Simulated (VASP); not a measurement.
## CsI: single point with PBE

Crystal: CsI.

```
Cs I
1.0
     4.56670    0.00000    0.00000
     0.00000    4.56670    0.00000
     0.00000    0.00000    4.56670
Cs I
1 1
Direct
  0.00000 0.00000 0.00000
  0.50000 0.50000 0.50000
```

| Item | Value |
| --- | --- |
| Program | VASP 6.6.1 |
| Task | single point |
| Functional | PBE |
| Potentials or basis | VASP PAW PBE potentials, release 64 (Cs_sv, I) |
| Cutoff | 520 eV |
| k mesh | 3 × 3 × 3 |
| Occupations | fermi-dirac, width 0.04 eV |
| Spin | no spin polarisation |

```
Pressure               : 0.9 GPa
Band gap on the k mesh : 3.96 eV, direct
```

Levels at points of the mesh, in eV from the valence-band top:
| k point | band 4 | band 5 | band 6 | band 7 | band 8 | band 9 | band 10 | band 11 | band 12 | band 13 |
| --- | --- | --- | --- | --- | --- | --- | --- | --- | --- | --- |
| (0.00, 0.00, 0.00) | -7.02 | -7.02 | 0.00 | 0.00 | 0.00 | 3.96 | 4.26 | 4.26 | 7.83 | 7.83 |

Run time: 5.3 s on 1 thread of AMD EPYC 9R45 96-Core Processor (Zen 5) (shared host), peak memory 0.16 GiB.

Caveat: the k mesh is coarse (spacing up to 0.46 Å⁻¹), so the values aren't converged; spin-orbit coupling is left out, which moves the levels of the heavy elements. Expect the measured gap to be larger: semilocal functionals such as PBE lack the derivative discontinuity.
